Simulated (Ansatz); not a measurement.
# AlGa3N4: compression at zero temperature

One table from this session's results is given with a row withheld; the runs are named, their logs left out.

Computed with Ansatz 0.2.0 (DFT PBEsol, scalar-relativistic, plane waves, PAW, unless a step's input says otherwise).

2 further runs of the same task are left out: 2 set aside as unsound or not needed.

## The system as given

The structure is monoclinic, space group Pm (No. 6). The conventional cell has a = 5.142 Å, b = 3.165 Å, c = 5.478 Å, α = 90.00°, β = 90.04°, γ = 90.00°. Al (site symmetry m) has 4 N at 1.89 to 1.90 Å in its first shell of neighbours. Around Ga (site symmetry m) lie 4 N at 1.94 to 1.95 Å. Around Ga (site symmetry m) lie 4 N at 1.94 to 1.96 Å. Ga (site symmetry m) is surrounded by 4 N at 1.95 to 1.96 Å. N (site symmetry m) has 1 Al at 1.89 Å and 3 Ga at 1.95 Å in its first shell of neighbours. Around N (site symmetry m) lie 2 Al at 1.90 Å and 2 Ga at 1.96 Å. N (site symmetry m) has 4 Ga at 1.94 to 1.95 Å in its first shell of neighbours. N (site symmetry m) has 1 Al at 1.90 Å and 3 Ga at 1.94 Å in its first shell of neighbours.

Coordinates:

```cif
data_structure
_symmetry_space_group_name_H-M 'Pm'
_symmetry_Int_Tables_number 6
_cell_length_a 5.1424
_cell_length_b 3.1650
_cell_length_c 5.4785
_cell_angle_alpha 90.000
_cell_angle_beta 90.036
_cell_angle_gamma 90.000
_cell_volume 89.17
loop_
_atom_site_label
_atom_site_type_symbol
_atom_site_symmetry_multiplicity
_atom_site_Wyckoff_symbol
_atom_site_fract_x
_atom_site_fract_y
_atom_site_fract_z
_atom_site_occupancy
Al1 Al 1 b 0.00060 0.50000 0.66736 1
Ga1 Ga 1 b 0.49912 0.50000 0.33492 1
Ga2 Ga 1 a 0.49903 0.00000 0.83156 1
Ga3 Ga 1 a 0.99986 0.00000 0.16618 1
N1 N 1 b 0.11967 0.50000 0.34010 1
N2 N 1 a 0.11765 0.00000 0.82638 1
N3 N 1 a 0.62044 0.00000 0.16622 1
N4 N 1 b 0.63123 0.50000 0.66730 1
```

It goes back to an entry of the Materials Project, which need not be the stable form.

It is the result of an earlier relaxation at this level (volume 11.15 Å³/atom; gap on the mesh: 2.36 eV).

The first run:

input.yaml reads:

```yaml
crystal:
  lattice:
    - [5.175292908, 0.0, 0.000122283]
    - [0.0, 3.1852595776, 0.0]
    - [-0.0036086575, 0.0, 5.5135891659]
  atoms:
    - { symbol: Al, position: [0.0006034213, 0.5, 0.6673576229] }
    - { symbol: Ga, position: [0.499116703, 0.5, 0.3349195803] }
    - { symbol: Ga, position: [0.4990273856, 0.0, 0.8315570003] }
    - { symbol: Ga, position: [0.9998617814, 0.0, 0.1661805292] }
    - { symbol: "N", position: [0.1196687533, 0.5, 0.3400974158] }
    - { symbol: "N", position: [0.1176459789, 0.0, 0.8263760583] }
    - { symbol: "N", position: [0.6204436398, 0.0, 0.1662162875] }
    - { symbol: "N", position: [0.6312323466, 0.5, 0.6672965057] }
basis:
  ecutwfc: 420
kpoints:
  mp_grid: { grid: [6, 8, 6] }
hamiltonian:
  xc: pbesol
scf:
  occupations: { method: gaussian, width: 0.02 }
output:
  forces: true
  stress: true
  eigenvalues: true
relax:
  adjacent_minimum: "off"
  f_tol: 0.008
  max_steps: 50
  cell: { stress_tol: 0.08, p_target: -2.0 }
```

On the command line:

```sh
> ansatz run input.yaml --threads 2 --pin off --max-ram 5120MiB --backend cpu --events-out ev --progress --plain --runs-dir out
```

Steps of the session up to this table: Target pressure -2 GPa; Band edges over the zone at -2 GPa; Target pressure 2 GPa; Band edges over the zone at 2 GPa; Relaxing at 5 GPa; Band edges over the zone at 5 GPa; Relaxing at 10 GPa; The gap over the whole zone at 10 GPa; Relaxing at 20 GPa; The gap over the whole zone at 20 GPa.

One of the session's tables, all rows but one given; the rest of the session is left out.

It belongs to the step «Volume, cell and gap against pressure». Lengths are those of the vectors of the cell that was run:

| P (GPa) | V (Å³/atom) | a (Å) | b (Å) | c (Å) | ΔH (eV/atom) |
| --- | --- | --- | --- | --- | --- |
| -2 | 11.27 | 5.161 | 3.176 | 5.498 | -0.140 |
| 0 | 11.15 | 5.142 | 3.165 | 5.478 | 0.000 |
| 2 | ? | ? | ? | ? | ? |
| 5 | 10.87 | 5.099 | 3.139 | 5.433 | 0.343 |
| 10 | 10.63 | 5.061 | 3.116 | 5.392 | 0.679 |
| 20 | 10.22 | 4.995 | 3.076 | 5.322 | 1.329 |

**Question.** Estimate the row for P (GPa) = 2.

Worked estimate for «V (Å³/atom)». A straight line through the neighbours (0, 11.15) and (5, 10.87) gives 11.15 + (10.87 − 11.15) × (2 − 0) / (5 − 0) = 11.04; a parabola fitted to 4 rows on both sides gives 11.03.

**Answer.** V (Å³/atom): 11.03; a (Å): 5.124; b (Å): 3.154; c (Å): 5.459; ΔH (eV/atom): 0.138. In «V (Å³/atom)» the line misses by +0.01 and the parabola by 0.00.

ΔH is E + PV over the energy at zero pressure; a, b and c are the vectors of the computed cell.
